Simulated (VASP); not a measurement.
ZnS:

```xyz
2
Lattice="0.0000 2.6804 2.6804 2.6804 0.0000 2.6804 2.6804 2.6804 0.0000" Properties=species:S:1:pos:R:3 pbc="T T T"
Zn    0.0000    0.0000    0.0000
S     4.0206    4.0206    4.0206
```

The cell is a database's computed one.

Base run:

* Program: VASP 6.6.1
* Functional: PBEsol
* Potentials or basis: VASP PAW PBE potentials, release 64 (Zn, S)
* Cutoff: 520 eV
* k mesh: 14 × 14 × 14
* Occupations: gaussian, width 0.02 eV
* Spin: no spin polarisation

Its results: band gap on the k mesh 2.08 eV, direct; pressure 0.0 GPa.

The run is repeated on the same cell with these changes: functional from PBEsol to r2SCAN; k mesh from 14 × 14 × 14 to 10 × 10 × 10. What comes out?

Band gap on the k mesh 2.79 eV, direct; pressure 1.1 GPa.

Several settings changed at once, so the effect can't be laid on one alone.

Caveats: the PAW data sets were made with another functional, which shifts forces and pressure a little.

A k mesh can miss the band edges.

Not every run made on this cell is shown here.
